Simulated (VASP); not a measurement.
# A VASP 6.6.1 single-point calculation on BN

INCAR

```
NSW = 0
ISMEAR = -1
ISYM = -1
SIGMA = 0.02
EDIFF = 1E-7
ISIF = 2
IBRION = -1
NBANDS = 11
LWAVE = .FALSE.
LCHARG = .FALSE.
PREC = Accurate
LREAL = .FALSE.
NELM = 120
LASPH = .TRUE.
ENCUT = 520
GGA = PE
```

KPOINTS

```
KPOINTS created by Atomic Simulation Environment
0
Gamma
8 8 8
0 0 0
```

POSCAR

```
B  N
 1.0000000000000000
    -0.0277811212000000    1.8131408530999999    1.8131408530999999
     1.8131408530999999   -0.0277811212000000    1.8131408530999999
     1.8131408530999999    1.8131408530999999   -0.0277811212000000
 B   N
   1   1
Cartesian
  0.0000000000000000  0.0000000000000000  0.0000000000000000
  0.8996251462500000  0.8996251462500000  0.8996251462500000
```

The recommended PBE PAW datasets give the neutral cell 8 valence electrons.

Command

```
mpirun -np 1 vasp_std
```

**Question.** How does this run end, and what does it give?

**Answer.** It converged. Results: gap between bands v and c on the k mesh 4.37 eV; least direct gap on the k mesh 8.43 eV; pressure -8.1 GPa; largest force 0.04 eV/Å. Band v is the last that the valence electrons fill when counted band by band, and c is the next.

OSZICAR

```
N       E                     dE             d eps       ncg     rms          rms(c)
DAV:   1     0.103540843062E+02    0.10354E+02   -0.49875E+03 11635   0.724E+02
DAV:   2    -0.178106968579E+02   -0.28165E+02   -0.27326E+02 13505   0.163E+02
DAV:   3    -0.183521989566E+02   -0.54150E+00   -0.54057E+00 13313   0.193E+01
DAV:   4    -0.183528760494E+02   -0.67709E-03   -0.67708E-03 11945   0.764E-01
DAV:   5    -0.183528766969E+02   -0.64753E-06   -0.64770E-06 13010   0.233E-02    0.653E+00
DAV:   6    -0.175082200258E+02    0.84466E+00   -0.30021E+00 12008   0.984E+00    0.316E+00
DAV:   7    -0.174457078126E+02    0.62512E-01   -0.91346E-02 12515   0.253E+00    0.188E+00
DAV:   8    -0.174322980444E+02    0.13410E-01   -0.34436E-02 12452   0.134E+00    0.177E-01
DAV:   9    -0.174324477731E+02   -0.14973E-03   -0.10527E-03 11741   0.261E-01    0.810E-02
DAV:  10    -0.174325394135E+02   -0.91640E-04   -0.13035E-04 12270   0.974E-02    0.148E-02
DAV:  11    -0.174325451269E+02   -0.57134E-05   -0.99410E-06 12665   0.259E-02    0.104E-02
DAV:  12    -0.174325452240E+02   -0.97147E-07   -0.15887E-06 12320   0.866E-03    0.792E-04
DAV:  13    -0.174325452229E+02    0.10577E-08   -0.32020E-08  6220   0.170E-03
   1 F= -.17432545E+02 E0= -.17432545E+02  d E =-.285228E-10
```

Standard output (part)

```
POSCAR found type information on POSCAR B N
 POSCAR found :  2 types and       2 ions
 LDA part: xc-table for (Slater+PW92), standard interpolation
 POSCAR, INCAR and KPOINTS ok, starting setup
 WAVECAR not read
 entering main loop
```

For comparison, a separate PBE run of the intended cell, on usual settings and not on those above, gives a gap of 4.37 eV on its mesh and a pressure of -8.1 GPa.
